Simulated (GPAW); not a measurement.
## Equation of state of HgTe under RPBE+D4

Symmetry: F-43m, No. 216, cubic system. Conventional cell: a = 6.429 Å, b = 6.429 Å, c = 6.429 Å, α = 90.00°, β = 90.00°, γ = 90.00°. Hg (site symmetry -43m) is surrounded by 4 Te at 2.78 Å. Te (site symmetry -43m) has 4 Hg at 2.78 Å as nearest neighbours.

The cell was scaled at fixed shape and fractions and run with GPAW, the program's PAW data sets (release 1.2.1) made for this functional, cutoff 600 eV; RPBE+D4, k mesh 6 × 6 × 6 on the cell of 2 atoms, fermi-dirac occupations of 0.05 eV, no spin polarisation, no spin-orbit coupling. Energies are those that the program minimises, any entropy of the smearing included. For a metal such a mesh isn't converged to the digits shown.

| V (Å³/atom) | energy over the lowest row (meV/atom) |
| --- | --- |
| 31.2225 | 63.40 |
| 31.8868 | 41.41 |
| 32.5512 | ? |
| 33.2155 | 12.76 |
| 33.8798 | 4.95 |
| 34.5441 | 0.81 |
| 35.2084 | 0.00 |

Problem. Fit the third-order Birch-Murnaghan form, give V0, B0 and B′, and predict the energy left open.

Solution. With y = (V0/V)^(2/3), E = E0 + (9 V0 B0/16) [(y - 1)³ B′ + (y - 1)² (6 - 4y)]. Least squares through the rows shown give V0 = 35.0550 Å³/atom, E0 = -0.09 meV, B0 = 38.06 GPa (1 eV/Å³ = 160.218 GPa) and B′ = 5.31, with a largest miss of 0.01 meV. At V = 32.5512 the form with these constants gives 24.73 meV; the run gave 24.73 meV an atom. Measured volume: 33.73 Å³/atom at 300 K (a printed reference work), so the fit lies +3.9 % from it. Measured modulus: 43 GPa (a printed reference work), so the fit lies -11.5 % from it. The runs are for a static lattice.
